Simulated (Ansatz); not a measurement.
Where the states of ZnS lie

```
Zn S
1.0
     3.81100    0.00000    0.00000
    -1.90550    3.30042    0.00000
     0.00000    0.00000    6.23400
Zn S
2 2
Direct
  0.33333 0.66667 0.00000
  0.66667 0.33333 0.50000
  0.33333 0.66667 0.38500
  0.66667 0.33333 0.88500
```

The conventional cell has a = 3.811 Å, b = 3.811 Å, c = 6.234 Å, α = 90.00°, β = 90.00°, γ = 120.00°. Around Zn (atom 1) lie 4 S at 2.31 to 2.40 Å. S (atom 3) has 4 Zn at 2.31 to 2.40 Å as nearest neighbours.

The cell is COD entry 9008878, as deposited and not checked against the literature; nothing was relaxed. It differs from other determinations.

Method: Ansatz 0.2.0, DFT, PBEsol, all-electron LAPW, scalar-relativistic.

Settings: a Γ-centred 8×8×5 k mesh, Fermi–Dirac smearing of 0.03 eV, basis error target 1 meV/atom, no spin polarisation.

States per eV and cell, averaged over 0.4 eV, from -12.9 to 6.5 eV, with energies (bin centres) from the valence-band top; empty bins are left out. The partial columns, the largest 3 alone, are projections on Löwdin-orthogonalised atomic shells (those that the program's projection atoms carry: the occupied ones and, for some elements, an empty d or f shell; other empty shells have no column), summed over atoms of an element. Weights on diffuse s and p shells depend on that basis and aren't pure angular character.

| E (eV) | total | Zn 3d | S 3p | S 3s |
| --- | --- | --- | --- | --- |
| -12.8 | 1.14 | 0.01 | 0.01 | 0.81 |
| -12.4 | 3.17 | 0.10 | 0.02 | 2.57 |
| -12.0 | 5.55 | 0.27 | 0.02 | 4.98 |
| -6.4 | 15.20 | 13.11 | 1.81 | 0.01 |
| -6.0 | 27.10 | 25.59 | 1.25 | 0.02 |
| -5.6 | 7.70 | 7.24 | 0.15 | 0.17 |
| -5.2 | 0.02 | 0.00 | 0.01 | 0.00 |
| -4.8 | 2.82 | 0.53 | 1.49 | 0.05 |
| -4.4 | 2.54 | 0.51 | 1.34 | 0.12 |
| -4.0 | 1.69 | 0.34 | 0.90 | 0.12 |
| -3.6 | 1.33 | 0.23 | 0.81 | 0.09 |
| -3.2 | 1.59 | 0.18 | 1.20 | 0.05 |
| -2.8 | 1.91 | 0.20 | 1.49 | 0.05 |
| -2.4 | 2.95 | 0.27 | 2.41 | 0.06 |
| -2.0 | 3.05 | 0.26 | 2.55 | 0.04 |
| -1.6 | 3.51 | 0.29 | 2.99 | 0.03 |
| -1.2 | 4.75 | 0.38 | 4.11 | 0.02 |
| -0.8 | 2.47 | 0.21 | 2.15 | 0.01 |
| -0.4 | 1.19 | 0.11 | 1.04 | 0.00 |
| 0.0 | 0.20 | 0.02 | 0.17 | 0.00 |
| 2.4 | 0.01 | 0.00 | 0.00 | 0.00 |
| 2.8 | 0.05 | 0.00 | 0.01 | 0.01 |
| 3.2 | 0.21 | 0.00 | 0.03 | 0.04 |
| 3.6 | 1.41 | 0.01 | 0.22 | 0.11 |
| 4.0 | 3.14 | 0.01 | 0.53 | 0.19 |
| 4.4 | 3.26 | 0.01 | 0.60 | 0.13 |
| 4.8 | 1.58 | 0.01 | 0.30 | 0.04 |
| 5.2 | 1.12 | 0.00 | 0.14 | 0.01 |
| 5.6 | 4.07 | 0.01 | 0.45 | 0.03 |
| 6.0 | 2.65 | 0.01 | 0.28 | 0.03 |
| 6.4 | 2.15 | 0.00 | 0.15 | 0.01 |

Q: Which of the resolved shells contributes most in the top eV of the valence band?

A: S 3p, with 87 % of all states there; Zn 3d follows with 9 %.

Q: Where is the centre of the filled Zn 3d states between -13 eV and the top of the filled states?

A: -5.88 eV from the valence-band top.
